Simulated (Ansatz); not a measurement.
Computed with Ansatz 0.2.0, DFT PBE, scalar-relativistic, plane waves, PAW. Settings: cutoff 420 eV, Γ-centred meshes spaced at most about 0.3 Å⁻¹, and about 0.25 Å⁻¹ or finer for metals (2π included), Gaussian smearing. No spin polarisation.

These are static total energies at zero pressure.

Two relaxed structures of Hf₄C:

1.

```xyz
5
Lattice="-2.2798 2.2798 4.6328 2.2798 -2.2798 4.6328 2.2798 2.2798 -4.6328" Properties=species:S:1:pos:R:3 pbc="T T T"
Hf    0.0000    0.0000    7.0418
Hf    0.0000    2.2798    0.0000
Hf    2.2798    0.0000    0.0000
Hf    0.0000    0.0000    2.2239
C     0.0000    0.0000    0.0000
```

2.

```xyz
5
Lattice="1.6215 0.9362 10.4731 -1.6215 0.9362 10.4731 0.0000 -1.8723 10.4731" Properties=species:S:1:pos:R:3 pbc="T T T"
Hf    0.0000    0.0000   11.7597
Hf    0.0000    0.0000   24.9453
Hf    0.0000    0.0000    6.4739
Hf    0.0000    0.0000   19.6595
C     0.0000    0.0000    0.0000
```

Task: Which is lower in energy, and by how much?

Result: Cell 2 is lower, by 50 meV/atom. Cell 1 has space group I4/mmm (No. 139), 19.3 Å³/atom and no gap on its mesh; cell 2 has space group R-3m (No. 166), 19.1 Å³/atom and no gap. Counting Hf atoms around C (those within 1.25 times the shortest such distance or 1.15 times the sum of covalent radii), cell 1 and cell 2 both have C 6. Both come from invented guesses. The lowest form computed isn't among them: it has space group P-3m1 (No. 164), 18.9 Å³/atom and lies 31 meV/atom below the best shown.

Spin–orbit coupling, which can matter for Hf, is left out. Cells relaxed within their symmetry can be saddle points. Some candidate types were left out of the draw beforehand, so a known form may be missing.
